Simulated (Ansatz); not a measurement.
Reaction (formal loss of a carbene): `C=C(C)C(=O)OC` → `[CH2]` (triplet) + `C=C(C)C(=O)O`

Isolated molecules relaxed with PBE0-D4/def2-TZVP in Ansatz; ΔE leaves out vibrations. CBS: MP2 limit from def2 TZ/QZ plus the TZ coupled-cluster correction, frozen cores. This one scheme is used for every species. Functionals use def2-TZVPP. B3LYP here is the variant with VWN-RPA as its local correlation; programs differ in this. Triplets are unrestricted, without spin–orbit coupling. Each species was taken in one conformer, which may not be the lowest.

```tsv
level	ΔE (kJ/mol)
B3LYP-D4	390.5
ωB97X-V	407.3
B2PLYP	386.5
PBE	393.6
HF/def2-TZVPP	253.3
CCSD(T)/def2-TZVPP	384.2
SCS-MP2/def2-QZVPP	404.1
HF/CBS(def2)	253.8
```

Question: What does CCSD(T)/CBS give? (An estimate is asked.)

Answer: The calculation gave: +393.5 kJ/mol. The listed levels differ from it by -3.0, 13.8, -7.0, 0.1, -140.2, -9.3, 10.6, -139.7 kJ/mol.

Largest T1 diagnostic among the species: 0.014.

From PBE to PBE0 (25 % exact exchange), in def2-TZVPP and without D4, ΔE moves by −9.1 kJ/mol. The D4 term adds +9.7 kJ/mol with B3LYP and +5.5 kJ/mol with PBE0; it sums over pairs of atoms, weighted by their polarisabilities, and B3LYP, whose exchange is more repulsive, gets the larger term.

CCSD(T)/CBS has its own doubt, a few kJ/mol and more with outer-core shells, so smaller differences from it don't rank the levels.
